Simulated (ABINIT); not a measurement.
Runs of ABINIT 10.8.3 (patched build) on CdS (Hawleyite). The structure is cubic, space group F-43m (No. 216). The conventional cell has a = 5.833 Å, b = 5.833 Å, c = 5.833 Å, α = 90.00°, β = 90.00°, γ = 90.00°. Cd (site symmetry -43m) is surrounded by 4 S at 2.53 Å. S (site symmetry -43m) is surrounded by 4 Cd at 2.53 Å. 

```csv
task,level,potentials or basis,k mesh,cutoff (eV),fine-grid cutoff,gap on the mesh (eV),pressure (GPa),V0 of scaled cells (Å³/atom),B0 (GPa)
single point,PBEsol,JTH PAW PBE v2.0,5 × 5 × 5,544,1088.46 eV,0.98,-,-,-
equation of state,LDA,JTH PAW LDA v2.0,8 × 8 × 8,707,1306.15 eV,-,-,23.86,68
equation of state,BP86,JTH PAW PBE v2.0,8 × 8 × 8,544,1088.46 eV,-,-,26.10,54
equation of state,BP86+D3(BJ),JTH PAW PBE v2.0,8 × 8 × 8,544,1088.46 eV,-,-,24.10,67
band structure,WC,JTH PAW PBE v2.0,8 × 8 × 8,544,1088.46 eV,(b),-,-,-
single point,r2SCAN,JTH PAW PBE v2.0,5 × 5 × 5,653,1251.72 eV,1.56,(a),-,-
single point,r2SCAN,JTH PAW PBE v2.0,10 × 10 × 10,653,1251.72 eV,1.56,1.4,-,-
band structure,r2SCAN,JTH PAW LDA v2.0,8 × 8 × 8,653,1251.72 eV,1.55,1.3,-,-
band structure,r2SCAN,JTH PAW PBE v2.0,8 × 8 × 8,653,1251.72 eV,1.56,1.4,-,-
equation of state,LDA,JTH PAW LDA v2.0,8 × 8 × 8,408,816.342 eV,-,-,23.87,68
```

Alike in all rows: no spin polarisation; cell as given; smearing fermi-dirac 0.05 eV.

Task: Fill in the values left out.

Result: (a) 1.5; (b) 0.96.

Caveats: the PAW data sets were made with another functional, which shifts forces and pressure a little (some runs); pressures at fixed basis lie under the slope of the energies (some runs).

A k mesh can miss the band edges, and the runs leave out spin-orbit coupling on Cd.

Runs at the PBE level aren't shown here.
